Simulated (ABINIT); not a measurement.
Runs of ABINIT 10.8.3 (patched build) on Ag. Symmetry: Fm-3m, No. 225, cubic system. Conventional cell: a = 4.085 Å, b = 4.085 Å, c = 4.085 Å, α = 90.00°, β = 90.00°, γ = 90.00°. Around Ag (site symmetry m-3m) lie 12 Ag at 2.89 Å. 

| task | level | potentials or basis | cutoff (eV) | fine-grid cutoff | gap on the mesh (eV) | pressure (GPa) |
| --- | --- | --- | --- | --- | --- | --- |
| single point | r2SCAN | PseudoDojo NC SR PBE v0.4.1 standard | 1333 | - | none | -0.2 |
| single point | r2SCAN | Ansatz NC r2SCAN | 1469 | - | none | (a) |
| single point | r2SCAN | JTH PAW PBE v2.0 | 544 | 1088.46 eV | none | 1.1 |
| single point | r2SCAN | SG15 NC PBE v1.2 | 844 | - | none | 0.6 |
| single point | r2SCAN | Ansatz PAW PBE default generated set, frozen core | 490 | 979.61 eV | none | 1.1 |

Alike in all rows: no spin polarisation; cell as given; k mesh 11 × 11 × 11; smearing fermi-dirac 0.05 eV.

Task: Fill in the values left out.

Result: (a) 1.2.

Caveats: the potentials were made for another functional, which shifts forces and pressure (some runs); the PAW data sets were made with another functional, which shifts forces and pressure a little (some runs); a meta-GGA on potentials with a model core is unreliable (some runs).

A k mesh can miss the band edges, and the runs leave out spin-orbit coupling on Ag.

A gap of «none» marks a metal or a gap under the smearing width.

The runs don't all hold the same shells in valence.
